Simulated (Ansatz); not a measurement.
Born–Oppenheimer molecular dynamics of a periodic cell of 28 atoms, H2C5 (surface C(100)-2x1, underside capped with H). It goes on from the last frame of an earlier run, with new velocities.

Level of theory: DFT PBE, scalar-relativistic, plane waves, PAW (Ansatz). Settings: accuracy low, PAW set soft_1, cutoff 420 eV, k mesh 2x2x1, fermi-dirac smearing 0.002 eV, no spin polarisation.

```yaml
ensemble: NVT, Langevin thermostat
time_step: 0.5 fs
steps_asked: 200
set_temperature: 750 K
friction: 0.02 /fs
atoms_held: 1 to 16
seed: 467426
```

First frame:

```xyz
28
Lattice="5.0487 0.0000 0.0000 0.0000 5.0487 0.0000 0.0000 0.0000 15.1647" Properties=species:S:1:pos:R:3
H 2.160 0.000 1.000
H 0.365 0.000 1.000
H 4.684 0.000 1.000
H 2.889 0.000 1.000
H 2.160 2.524 1.000
H 0.365 2.524 1.000
H 4.684 2.524 1.000
H 2.889 2.524 1.000
C 1.262 0.000 1.635
C 3.787 0.000 1.635
C 1.262 2.524 1.635
C 3.787 2.524 1.635
C 1.262 1.262 2.527
C 3.787 1.262 2.527
C 1.262 3.787 2.527
C 3.787 3.787 2.527
C -0.009 1.283 3.333
C 2.576 1.229 3.341
C -0.046 3.763 3.530
C 2.458 3.784 3.539
C -0.043 0.063 4.348
C 2.480 0.031 4.371
C -0.037 2.493 4.406
C 2.515 2.398 4.343
C 1.265 0.559 4.971
C 3.780 0.516 5.173
C 1.257 1.917 5.078
C 3.829 1.951 5.084
```

(1) What does the run give?

(2) What happens to the structure?

(3) How do temperature and energy run in time?

Results:

(1) All steps were run.

```json
{"steps done": "200", "time covered": "100 fs", "mean temperature over the second half": "730 K", "spread of the potential energy over the second half": "4.6 meV per atom", "mean potential energy of the second half above the start": "18.8 meV per atom"}
```

A run of 0.1 ps of so small a system gives no equilibrium averages. The smearing is very narrow for this mesh. Limits of this set-up: coarse k mesh, thin slab, slab without dipole correction, low accuracy level.

(2) Mean squared displacements from the first frame to the last: H 0.00 Å², C 0.01 Å². This is one draw of velocities; another would differ in detail.

(3) 
```tsv
time (fs)	T (K)	potential energy less start (eV)
0	750	0.000
8	431	0.340
16	806	-0.273
24	318	0.604
32	834	-0.138
40	637	0.747
48	962	0.296
56	711	0.694
64	845	0.566
72	762	0.358
80	626	0.732
88	707	0.540
96	583	0.411
```

The run took 24 min on 1 thread of Arm Neoverse N1 (shared host), peak memory 0.58 GiB.
